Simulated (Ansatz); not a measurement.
# RbBr: band gap under strain

How does strain move the band edges of RbBr (rocksalt), and do the functionals agree on it? States: -1.4 % strain along x alone; -3.6 % biaxial strain in x and y, free along z.

Program: Ansatz 0.2.0. PAW datasets, plane waves. (Simulation; spin polarisation is off.)

### 1 Starting point

The unstrained cell was relaxed with r2SCAN; in each strained cell the atoms were relaxed again with r2SCAN. Names of k-points are those of the unstrained zone, where strain can split equivalent points. First state: -1.4 % strain along x alone.

The symmetry is I4/mmm (No. 139, tetragonal); a = 4.894 Å, c = 6.825 Å in the conventional setting, 40.88 Å³ an atom. Around Rb lie 6 Br at 3.41–3.46 Å; around Br lie 6 Rb at 3.41–3.46 Å.

Coordinates:

```
Rb Br
1.0
     0.00000    3.46083    3.46083
     3.41272    0.00000    3.46083
     3.41272    3.46083    0.00000
Rb Br
1 1
Direct
  0.00000 0.00000 0.00000
  0.50000 0.50000 0.50000
```

### 2 -1.4 % strain along x alone: PBE

Input file input.yaml:

```yaml
crystal:
  lattice:
    - [0.0, 3.4608260907, 3.4608260907]
    - [3.4127206081, 0.0, 3.4608260907]
    - [3.4127206081, 3.4608260907, 0.0]
  atoms:
    - { symbol: Rb, position: [0.0, 0.0, 0.0] }
    - { symbol: Br, position: [0.5, 0.5, 0.5] }
kpoints:
  mp_grid: { grid: [6, 6, 6] }
  band_path:
    path:
      - [0.0, 0.0, 0.0]
      - [0.5, 0.0, 0.5]
      - [0.625, 0.25, 0.625]
      - [0.375, 0.375, 0.75]
      - [0.5, 0.5, 0.5]
      - [0.5, 0.25, 0.75]
    npoints: 1
hamiltonian:
  xc: pbe
scf:
  occupations: { method: fermi_dirac, width: 0.02 }
  n_extra_bands: 4
output:
  forces: true
  stress: true
  eigenvalues: true
```

The run is started by

```sh
$ ansatz run input.yaml --threads 4 --pin off --max-ram 3686MiB --backend cpu --events-out ev --progress --plain --runs-dir out
```

Further steps of the session: -1.4 % strain along x alone: r2SCAN; -1.4 % strain along x alone: HSE06; -3.6 % biaxial strain in x and y, free along z: PBE; -3.6 % biaxial strain in x and y, free along z: r2SCAN; -3.6 % biaxial strain in x and y, free along z: HSE06.

Q: Predict the outcome of this session.

The runs gave:

Least gap in eV (negative: overlap):

| state | PBE | r2SCAN | HSE06 |
| --- | --- | --- | --- |
| -1.4 % strain along x alone | 4.31 | 4.92 | 5.47 |
| -3.6 % biaxial strain in x and y, free along z | 4.43 | 5.04 | 5.60 |

What this shows: Where both were run, the HSE06 gap lies +1.16 to +1.17 eV from PBE's, each on its own k points. In PBE the gap is least under -1.4 % strain along x alone (4.31 eV) and largest under -3.6 % biaxial strain in x and y, free along z (4.43 eV).
